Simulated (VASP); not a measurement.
The system is HfO2.

```
Hf O
1.0
     4.81353    0.00000    0.00000
     0.00000    4.81353    0.00000
     0.00000    0.00000    3.20542
Hf O
2 4
Cartesian
  2.4068 2.4068 1.6027
  0.0000 0.0000 0.0000
  3.8751 0.9384 1.6027
  3.3452 3.3452 0.0000
  1.4683 1.4683 0.0000
  0.9384 3.8751 1.6027
```

Measurements of this composition are mostly on another form, of space group No. 14.

```yaml
Program: VASP 6.6.1
Task: relaxation of cell and atoms
Functional: PBE
Potentials_or_basis: VASP PAW PBE potentials, release 64 (Hf, O)
Cutoff: 580 eV
k_mesh: 6 × 6 × 8
Occupations: fermi-dirac, width 0.05 eV
Spin: no spin polarisation
```

At the start: pressure 5.8 GPa; volume 12.38 Å³/atom.

Q: Where does the relaxation end?

A: Over 10 steps the energy falls by 5.4 meV/atom and the volume is 12.69 Å³/atom (+2.5 %); space group P4_2/mnm (No. 136, to 0.05 Å).

Step by step:
| step | energy change (eV) | largest force (eV/Å) | pressure (GPa) | volume (Å³) |
| --- | --- | --- | --- | --- |
| 1 | 0.0000 | 0.0365 | 5.85 | 74.27 |
| 2 | 0.0600 | 0.2066 | -8.60 | 79.23 |
| 3 | -0.0314 | 0.0590 | -0.06 | 76.04 |
| 4 | -0.0313 | 0.0575 | 0.14 | 76.00 |
| 5 | -0.0326 | 0.0220 | 0.12 | 76.10 |
| 6 | -0.0327 | 0.0169 | 0.12 | 76.10 |
| 7 | -0.0327 | 0.0184 | 0.13 | 76.10 |
| 8 | -0.0326 | 0.0010 | -0.20 | 76.20 |
| 9 | -0.0327 | 0.0107 | -0.02 | 76.14 |
| 10 | -0.0327 | 0.0098 | -0.03 | 76.15 |

Final structure:
```yaml
crystal:
  lattice:
    - [4.86106, 0.00000, 0.00000]
    - [0.00000, 4.86106, 0.00000]
    - [0.00000, 0.00000, 3.22255]
  atoms:
    - { symbol: Hf, position: [0.50000, 0.50000, 0.50000] }
    - { symbol: Hf, position: [0.00000, 0.00000, 0.00000] }
    - { symbol: O, position: [0.80524, 0.19476, 0.50000] }
    - { symbol: O, position: [0.69476, 0.69476, 0.00000] }
    - { symbol: O, position: [0.30524, 0.30524, 0.00000] }
    - { symbol: O, position: [0.19476, 0.80524, 0.50000] }
```
